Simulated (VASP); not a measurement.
# NaCl (P4/mmm) in VASP: further runs, part 2 of 2

VASP 6.6.1. Earlier steps stand in the parts before.

**4. Single point, PBE (strain +0.050 along x and y, +0.025 along z, atoms carried along)**

The input, INCAR:

```
SYSTEM = NaCl
ALGO = Normal
EDIFF = 1E-6
ENCUT = 520
GGA = PE
ISIF = 2
ISMEAR = 0
LASPH = .TRUE.
LCHARG = .TRUE.
LELF = .TRUE.
LREAL = .FALSE.
LVHAR = .TRUE.
LWAVE = .FALSE.
NBANDS = 14
NELM = 60
PREC = Accurate
SIGMA = 0.05
```

The input, KPOINTS:

```
k-points
0
G
  6 6 6
  0 0 0
```

The input, POSCAR:

```
NaCl
1.0
    3.6772995000      0.0000000000      0.0000000000
    0.0000000000      3.6772995000      0.0000000000
    0.0000000000      0.0000000000      3.5897447500
Na Cl
1 1
Direct
    0.0000000000      0.0000000000      0.0000000000
    0.5000000000      0.5000000000      0.5000000000
```

Potentials or basis: VASP PAW PBE potentials, release 64 (Na_pv, Cl).

Run with:

```console
$ cat potpaw_PBE.64/Na_pv/POTCAR potpaw_PBE.64/Cl/POTCAR > POTCAR
$ mpirun -np 1 vasp_std > vasp.out
```

OUTCAR:

```text
SYSTEM = NaCl
   EDIFF = 1E-6
   ENCUT = 520
   GGA = PE
   ISIF = 2
   ISMEAR = 0
   LASPH = .TRUE.
   LREAL = .FALSE.
   NELM = 60
   PREC = Accurate

 ion  position               nearest neighbor table
   1  0.000  0.000  0.000-
   2  0.500  0.500  0.500-

  LATTYP: Found a simple tetragonal cell.
 ALAT       =     3.6772995000
 C/A-ratio  =     0.9761904762

  Lattice vectors:

 A1 = (   3.6772995000,   0.0000000000,   0.0000000000)
 A2 = (   0.0000000000,   3.6772995000,   0.0000000000)
 A3 = (   0.0000000000,   0.0000000000,   3.5897447500)

Analysis of symmetry for initial positions (statically):
=====================================================================
 Subroutine PRICEL returns:
 Original cell was already a primitive cell.

 Routine SETGRP: Setting up the symmetry group for a
 simple tetragonal supercell.

 Subroutine GETGRP returns: Found 16 space group operations
 (whereof 16 operations were pure point group operations)
 out of a pool of 16 trial point group operations.

The static configuration has the point symmetry D_4h.

Analysis of symmetry for dynamics (positions and initial velocities):
=====================================================================
 Subroutine PRICEL returns:
 Original cell was already a primitive cell.

 Routine SETGRP: Setting up the symmetry group for a
 simple tetragonal supercell.

 Subroutine GETGRP returns: Found 16 space group operations
 (whereof 16 operations were pure point group operations)
 out of a pool of 16 trial point group operations.

The dynamic configuration has the point symmetry D_4h.

 Subroutine INISYM returns: Found 16 space group operations
 (whereof 16 operations are pure point group operations),
 and found     1 'primitive' translations

----------------------------------------------------------------------------------------

                                     Primitive cell

[... 120 lines left out ...]
   LRPA    =     F    only Hartree local field effects (RPA)
 non-spin polarized calculation
 Gauss-broadening in eV      SIGMA  =   0.05
  energy-cutoff  :      520.00
  volume of cell :       48.54
 maximum number of plane-waves:      1340
 NGX is ok and might be reduce to    28
   NGX = 13   NGY = 13   NGZ = 13

 number of electron      14.0000009 magnetization

 Free energy of the ion-electron system (eV)
  ---------------------------------------------------
  ext. energy  EPLUGINS =         0.00000000
  ---------------------------------------------------
  free energy    TOTEN  =        -6.42136690 eV

  energy without entropy =       -6.42136690  energy(sigma->0) =       -6.42136690

 E-fermi :   0.0247     XC(G=0):  -7.9165

 val. band max:       -0.2655174455   @ k =   0.5000   0.5000   0.0000
 cond. band min:       3.2526965869   @ k =   0.0000   0.0000   0.0000
 fundamental gap:      3.5182140324
 Fermi energy:         0.0246836766

 k-point     1 :       0.0000    0.0000    0.0000
  band No.  band energies     occupation
      1     -22.5964      2.00000
      2     -22.5911      2.00000
      3     -22.5911      2.00000
      4     -13.3501      2.00000
      5      -0.8066      2.00000
      6      -0.8066      2.00000
      7      -0.6322      2.00000
      8       3.2527      0.00000
      9       8.2077      0.00000
     10       8.4256      0.00000
     11      14.0909      0.00000
     12      14.0909      0.00000
     13      14.4751      0.00000
     14      14.8958      0.00000
[... 377 lines left out ...]
      1     -22.6142      2.00000
      2     -22.6103      2.00000
      3     -22.5873      2.00000
      4     -12.9438      2.00000
      5      -2.3501      2.00000
      6      -1.8635      2.00000
      7      -0.4477      2.00000
      8       5.7640      0.00000
      9       8.0926      0.00000
     10       9.7164      0.00000
     11      10.8738      0.00000
     12      11.6213      0.00000
     13      12.4825      0.00000
     14      16.0350      0.00000

 [... further k-points ...]

------------------------ aborting loop because EDIFF is reached ----------------------------------------

  FORCE on cell =-STRESS in cart. coord.  units (eV):
  Direction    XX          YY          ZZ          XY          YZ          ZX
  --------------------------------------------------------------------------------------
  -------------------------------------------------------------------------------------
  Total       -0.8609681     -0.8609681     -0.4094902      0.0000000      0.0000000      0.0000000
  in kB      -28.4168586    -28.4168586    -13.5155125      0.0000000      0.0000000      0.0000000
  external PRESSURE =     -23.4497432 kB  Pullay stress =       0.0000000 kB

 VOLUME and BASIS-vectors are now :
 -----------------------------------------------------------------------------
  energy-cutoff  :      520.00
  volume of cell :       48.54
      direct lattice vectors                 reciprocal lattice vectors
     3.677299500  0.000000000  0.000000000     0.271938688  0.000000000  0.000000000
     0.000000000  3.677299500  0.000000000     0.000000000  0.271938688  0.000000000
     0.000000000  0.000000000  3.589744750     0.000000000  0.000000000  0.278571339

 POSITION                                       TOTAL-FORCE (eV/Angst)
 -----------------------------------------------------------------------------------
      0.00000      0.00000      0.00000         0.000000      0.000000      0.000000
      1.83865      1.83865      1.79487         0.000000      0.000000      0.000000
 -----------------------------------------------------------------------------------
    total drift:                               -0.000000      0.000000      0.000000

  FREE ENERGIE OF THE ION-ELECTRON SYSTEM (eV)
  ---------------------------------------------------
  free  energy   TOTEN  =        -6.4213669019 eV

  energy  without entropy=       -6.4213669019  energy(sigma->0) =       -6.42136690
```

It took 20 s on 1 thread of Intel Xeon Platinum 8375C at 2.90GHz (Ice Lake), shared host; peak memory 0.16 GiB.

What came out:

- Free energy: -6.4214 eV
- Pressure: -2.3 GPa
- Band gap on the k mesh: 3.52 eV, indirect (least direct gap 3.88 eV)

Levels at points of the mesh, in eV from the valence-band top:
```tsv
k point	band 4	band 5	band 6	band 7	band 8	band 9	band 10	band 11
(0.00, 0.00, 0.00)	-13.08	-0.54	-0.54	-0.37	3.52	8.47	8.69	14.36
(0.50, 0.00, 0.00)	-12.84	-2.53	-0.35	-0.19	6.48	7.63	10.45	11.25
(0.50, 0.50, 0.00)	-12.66	-1.96	-1.96	0.00	5.33	9.65	10.17	10.17
(0.00, 0.00, 0.50)	-12.80	-2.52	-0.32	-0.32	6.42	7.77	10.41	11.34
(0.50, 0.00, 0.50)	-12.62	-1.97	-1.91	-0.12	5.47	9.45	10.03	10.25
(0.50, 0.50, 0.50)	-12.44	-1.63	-1.57	-1.57	6.98	7.01	7.01	10.60
```

A k mesh can miss the band edges.

**5. Overview**

| cell | gap on the mesh (eV) | pressure (GPa) |
| --- | --- | --- |
| strain -0.050 along x and y, +0.025 along z, atoms carried along | 3.96 | 2.7 |
| strain -0.050 along x and y, -0.025 along z, atoms carried along | 4.38 | 4.6 |
| strain +0.050 along x and y, +0.025 along z, atoms carried along | 3.52 | -2.3 |

Alike in all rows: task single point; level PBE; potentials or basis VASP PAW PBE potentials, release 64 (Na_pv, Cl); no spin polarisation; k mesh 6 × 6 × 6; cutoff (eV) 520; smearing gaussian 0.05 eV.

Absolute energies hang on the potentials; compare differences alone.
